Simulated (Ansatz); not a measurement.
## SiC at 18 GPa: from Born charge to LO–TO splitting and polaron coupling

The calculation used Ansatz 0.2.0, DFT LDA, scalar-relativistic, plane waves, PAW. Cutoff 420 eV, 12×12×12 k-points (Γ-centred), fixed occupations. No spin polarisation. Phonons by linear response, acoustic sum rule imposed.

The cell, relaxed at 18 GPa:
Space group F-43m (No. 216). a = 4.231 Å, b = 4.231 Å, c = 4.231 Å, α = 90.00°, β = 90.00°, γ = 90.00°
```json
{"atom": "Si", "site": "4a", "symmetry": "-43m", "x": "0.0000", "y": "0.0000", "z": "0.0000"}
{"atom": "C", "site": "4c", "symmetry": "-43m", "x": "0.2500", "y": "0.2500", "z": "0.2500"}
```

Linear response gives ν_TO = 862.3 cm⁻¹, Born charges ±2.779 e (positive on Si) and ε∞ = 6.771. The primitive cell holds 18.934 Å³, and the masses are 28.085 and 12.011 amu.

**Question.** Find ν_LO and the static dielectric constant.

**Answer.** The long-wave field adds a restoring force: ω_LO² − ω_TO² = Z*²e²/(ε_vac ε∞ μV). In these units ν_LO² − ν_TO² = 4.92064×10⁷ Z*²/(μ V ε∞) cm⁻², with μ = m₁m₂/(m₁ + m₂) = 8.413 amu: 352232 cm⁻². So ν_LO = √(862.3² + 352232) = 1046.8 cm⁻¹, and the run gives 1046.8. Lyddane–Sachs–Teller then gives ε0 = ε∞ (ν_LO/ν_TO)² = 9.98, against 9.98 in the run (it forms both from the same three quantities, so the match checks the arithmetic only). Between ν_TO and ν_LO the dielectric function is negative and an undamped crystal reflects fully: a reststrahlen band from 9.6 to 11.6 μm.

**Question.** What do the Clausius–Mossotti polarisability and the Szigeti charge come to?

**Answer.** With the Lorentz local field, α = (3V/4π)(ε∞ − 1)/(ε∞ + 2) = 2.97 Å³ for the pair, and e_S = 3Z*/(ε∞ + 2) = 0.95 e. The Born charge includes the electrons' response to the dipole's own local field, and e_S takes that enhancement out. The Lorentz field assumes point-like polarisable ions, a poor picture once ε∞ is this large, since the electron clouds then overlap or are shared, so both numbers are formal here.

**Question.** How strongly does a slow electron couple to the LO mode?

**Answer.** For one isotropic parabolic band, Fröhlich's constant is α_F = (1/ε∞ − 1/ε0) √(m* Ry/ħω_LO), with Ry = 13.606 eV, ħω_LO = 129.8 meV and m* in free-electron masses: α_F = 0.0475 × 10.24 × √m* = 0.49 √m*. The band mass isn't part of this run; for m* = 0.1, 0.3 and 1 it gives 0.15, 0.27, 0.49. In weak coupling the polaron lies α_F ħω_LO below the band edge (35 meV at m* = 0.3) with a mass m*(1 + α_F/6); past α_F of about 5 or 6 that expansion fails. A semilocal functional's ε∞ tends to be too large, which taken alone lowers α_F.

Cost: 1 run of about 1.2 core-minutes, on Intel Xeon Processor @ 2.50GHz (Skylake/Cascade Lake) (shared hosts).

Compressed SiC combines a wide LO–TO splitting with weak Fröhlich coupling, and the two are compatible. The splitting reflects a sizeable Born charge acting on a light reduced mass in a small cell. That charge is dynamical: it measures how electrons shift along the polar Si–C bond as the sublattices move, so 2.779 e is no count of electrons transferred to the more electronegative carbon, and a largely covalent crystal can carry it.

The coupling depends instead on how much screening the lattice adds to that of the electrons. Stiff, strongly directional bonds keep the ionic displacement in a static field small, so ε0 rises only from 6.771 to 9.98, and the high LO energy reduces the constant further. For the masses considered, this supports a weakly dressed large polaron rather than a carrier self-trapped by the long-range polar interaction.

In cubic SiC at ambient pressure the conduction minima lie at X and are anisotropic, so if that ordering persists here, a quantitative electron polaron mass would need the full mass tensor.
